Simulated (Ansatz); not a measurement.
## Bands of N

```
CELL_PARAMETERS angstrom
0.00000 2.09207 2.09207
2.09207 0.00000 2.09207
2.09207 2.09207 0.00000
ATOMIC_POSITIONS crystal
N 0.00000 0.00000 0.00000
N 0.25000 0.25000 0.25000
```

Atoms are numbered in the order listed.

The cell was built from the diamond type and relaxed in the same program, and has space group Fd-3m; it needn't be a known or the stable phase.

These are results of DFT, PBE, all-electron LAPW, scalar-relativistic (Ansatz 0.2.0), not measurements.

Settings: a Γ-centred 13×13×13 k mesh, Fermi–Dirac smearing of 0.08 eV, basis error target 0.25 meV/atom, no spin polarisation.

Points in fractions of the reciprocal vectors of this cell: Γ (0, 0, 0), X (0.5, 0, 0.5), U (0.625, 0.25, 0.625), K (0.375, 0.375, 0.75), L (0.5, 0.5, 0.5), W (0.5, 0.25, 0.75). The path joins them by straight lines in the order Γ–X–U–K–Γ–L–W–X; legs that retrace an earlier one aren't tabulated. Energies are in eV from the Fermi level.

Is there a gap?

none: bands cross the Fermi level, a metal.

List the levels between -20 and 0.5 eV at the symmetry points.


Γ: -6.04, -3.59 (×3)
X: -15.31 (×2), -6.68 (×2), -0.65 (×2)
U: -15.96, -14.53, -7.85, -6.20, -0.64
K: -15.96, -14.53, -7.85, -6.20, -0.64
L: -17.71, -13.24, -5.01 (×2), -3.37
W: -15.22 (×2), -7.37 (×2)
